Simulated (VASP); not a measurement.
Set up this calculation in VASP 6.6.1, as the native input.

```yaml
Task: relaxation of cell and atoms
Functional: PBEsol
Potentials_or_basis: VASP PAW PBE potentials, release 64 (Ni)
Cutoff: 600 eV
k_mesh: 18 × 18 × 18
Occupations: methfessel-paxton, width 0.1 eV
Spin: collinear spin, ferromagnetic start
Starting_moments: "[2.0] μB"
Further_INCAR_settings: ALGO = Normal; EDIFF = 1e-07; AMIX = 0.2; BMIX = 0.0001; IBRION = 2; EDIFFG = -0.005; NSW = 90; ISIF = 3
```

The structure of Ni lies in POSCAR:

```
Ni                                      
1.0
   -0.0000000000      1.7308961527      1.7308961527
    1.7308961527      0.0000000000      1.7308961527
    1.7308961527      1.7308961527      0.0000000000
  Ni            
     1
Direct
     0.0000000000000000    0.0000000000000000    0.0000000000000000
```

One way to write it, as run:

INCAR

```
SYSTEM = Ni
PREC = Accurate
ENCUT = 600
EDIFF = 1E-7
ISMEAR = 1
SIGMA = 0.1
LREAL = .False.
LASPH = .True.
NELM = 150
ALGO = Normal
ISIF = 3
LWAVE = .False.
LCHARG = .False.
ISPIN = 2
MAGMOM = 2
LORBIT = 11
LMAXMIX = 4
GGA = PS
IBRION = 2
NSW = 90
EDIFFG = -0.005
AMIX = 0.2
BMIX = 1E-4
AMIX_MAG = 0.8
BMIX_MAG = 1E-4
```

KPOINTS

```
regular mesh
0
Gamma
  18 18 18
  0 0 0
```

Potentials or basis: VASP PAW PBE potentials, release 64 (Ni).

Command:

```bash
$ cat potpaw_PBE.64/Ni/POTCAR > POTCAR
$ mpirun -np 1 vasp_std > vasp.out
```

It gave:

* Relaxed volume: 10.37 Å³/atom
* Relaxed cell: a = 2.448 Å, b = 2.448 Å, c = 2.448 Å, α = 60.00°, β = 60.00°, γ = 60.00°
* Space group after relaxing (to 0.05 Å): Fm-3m (No. 225)
* Energy gained by relaxing: 0.0 meV/atom
* Ionic steps: 3
* Pressure after relaxing: 0.0 GPa
* Band gap on the k mesh: none (metal or under the smearing width)
* Net moment: 0.61 μB per cell
* Site moments: Ni +0.62 μB
* Valence electrons inside the program's atomic spheres: Ni 9.40

Caveat: the PAW data sets were made with another functional, which shifts forces and pressure a little.

Run time: 57 s on 1 thread of Intel(R) Xeon(R) Platinum 8488C (Sapphire Rapids) (shared host), peak memory 0.17 GiB.
